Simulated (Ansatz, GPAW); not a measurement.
# Which magnetic ion is it?

A 3d ion replaces Ca in CaO, and the cell's charge is +0. A calculation (PBE+U, spin-orbit coupling in second variation, Ansatz) gives:

- S: 5/2
- g: 2.0024 (isotropic)
- moment in its sphere: 4.45 μB

**Question.** Which ion is it, and why?

The centre is Mn²⁺ on a Ca site. The spin sits on Mn, with 6 O at 2.43 Å round it. The site and the cell's charge make the ion 2+. The high-spin ion of that charge with S = 5/2 in this row is Mn²⁺ high-spin d⁵. Low-spin ions are left aside. The shift from the free-electron value is small, as for a half-filled shell without orbital momentum.

[Hosts, paths, dates, database ids (printed as entryN), source tags and the programs' standing remarks are cut or masked in the printed files.]
